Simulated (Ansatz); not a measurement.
# AlNi2: the cost of one run

Method: DFT PBEsol, scalar-relativistic, plane waves, PAW, in Ansatz 0.2.0.

2 further runs of the same task are left out: 2 set aside as unsound or not needed.

## 1. The structure to begin with

The structure is trigonal, space group P-3m1 (No. 164). Conventional cell: a = 3.975 Å, b = 3.975 Å, c = 4.906 Å, α = 90.00°, β = 90.00°, γ = 120.00°. Around Al (site symmetry 3m) lie 8 Ni at 2.37 to 2.48 Å. Ni (site symmetry 3m) is surrounded by 5 Al at 2.37 to 2.48 Å and 3 Ni at 2.47 Å. Ni (site symmetry -3m) is surrounded by 8 Ni at 2.45 to 2.47 Å and 6 Al at 2.75 Å. Around Ni (site symmetry -3m) lie 8 Ni at 2.45 to 2.76 Å and 6 Al at 2.48 Å.

Coordinates:

```cif
data_structure
_symmetry_space_group_name_H-M 'P 1'
_symmetry_Int_Tables_number 1
_cell_length_a 3.9749
_cell_length_b 3.9749
_cell_length_c 9.8121
_cell_angle_alpha 90.000
_cell_angle_beta 90.000
_cell_angle_gamma 60.000
_cell_volume 134.26
loop_
_atom_site_label
_atom_site_type_symbol
_atom_site_fract_x
_atom_site_fract_y
_atom_site_fract_z
_atom_site_occupancy
Al1 Al 0.66667 0.66667 0.09629 1
Al2 Al 0.66667 0.66667 0.59629 1
Al3 Al 0.33333 0.33333 0.40371 1
Al4 Al 0.33333 0.33333 0.90371 1
Ni1 Ni 0.66667 0.66667 0.34377 1
Ni2 Ni 0.66667 0.66667 0.84377 1
Ni3 Ni 0.33333 0.33333 0.15623 1
Ni4 Ni 0.33333 0.33333 0.65623 1
Ni5 Ni 0.00000 0.00000 0.25000 1
Ni6 Ni 0.00000 0.00000 0.75000 1
Ni7 Ni 0.00000 0.00000 0.50000 1
Ni8 Ni 0.00000 0.00000 0.00000 1
```

It goes back to an entry of the Materials Project, which need not be the stable form.

It is built from the cell relaxed beforehand with the same method (11.19 Å³/atom).

## 2. Zero of the scan

Input file input.yaml:

```yaml
crystal:
  lattice:
    - [-1.9874494768, -3.4423634712, 0.0]
    - [1.9874494768, -3.4423634712, 0.0]
    - [0.0, 0.0, 9.812088858]
  atoms:
    - { symbol: Al, position: [0.6666666667, 0.6666666667, 0.0962894317] }
    - { symbol: Al, position: [0.6666666667, 0.6666666667, 0.5962894317] }
    - { symbol: Al, position: [0.3333333333, 0.3333333333, 0.4037105683] }
    - { symbol: Al, position: [0.3333333333, 0.3333333333, 0.9037105683] }
    - { symbol: Ni, position: [0.6666666667, 0.6666666667, 0.3437686339] }
    - { symbol: Ni, position: [0.6666666667, 0.6666666667, 0.8437686339] }
    - { symbol: Ni, position: [0.3333333333, 0.3333333333, 0.1562313661] }
    - { symbol: Ni, position: [0.3333333333, 0.3333333333, 0.6562313661] }
    - { symbol: Ni, position: [0.0, 1.0, 0.25] }
    - { symbol: Ni, position: [0.0, 1.0, 0.75] }
    - { symbol: Ni, position: [0.0, 0.0, 0.5] }
    - { symbol: Ni, position: [0.0, 0.0, 0.0] }
basis:
  ecutwfc: 420
kpoints:
  mp_grid: { grid: [14, 14, 5] }
hamiltonian:
  xc: pbesol
scf:
  occupations: { method: gaussian, width: 0.15 }
output:
  forces: true
  stress: true
  eigenvalues: true
  write_density: true
  write_potential: true
  elf: true
  volumetric_format: npy
```

Launch:

```
$ ansatz run input.yaml --threads 2 --pin off --max-ram 5120MiB --backend cpu --events-out ev --progress --plain --runs-dir out
```

Q: Estimate wall time and peak memory on 2 threads of Arm Neoverse V2, shared host.

About 46 s, with a peak of 1.1 GiB.
